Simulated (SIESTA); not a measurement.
## TiC in SIESTA: the effect of pseudo set

The system is TiC.

```
Ti C
1.0
     4.33144    0.00000    0.00000
     0.00000    4.33144    0.00000
     0.00000    0.00000    4.33144
Ti C
4 4
Direct
  0.00000 0.00000 0.00000
  0.00000 0.50000 0.50000
  0.50000 0.00000 0.50000
  0.50000 0.50000 0.00000
  0.50000 0.00000 0.00000
  0.00000 0.50000 0.00000
  0.00000 0.00000 0.50000
  0.50000 0.50000 0.50000
```

The cell is a database's computed one.

Alike in all runs:

```yaml
Program: SIESTA 5.4.2
Task: band structure
Functional: PBE
Basis: DZP (energy shift 0.003 Ry; two zetas on semicore shells)
Grid_cutoff: 800 Ry
Energy_shift: 0.003 Ry
k_mesh: 6 × 6 × 6
Occupations: fermi-dirac, width 0.05 eV
Spin: no spin polarisation
```

```tsv
pseudo set	pressure (GPa)
PseudoDojo 0.4 standard	1.2
PseudoDojo 0.4 stringent	1.2
PseudoDojo 0.5 standard	1.2
SG15 1.2	?
SPMS 1.0	1.6
Ansatz NC	0.5
```

Question: What does the run with pseudo set SG15 1.2 give?

Answer: Pressure 2.2 GPa.

Caveats: the basis of atomic orbitals isn't converged, which shifts pressures, moduli and gaps.
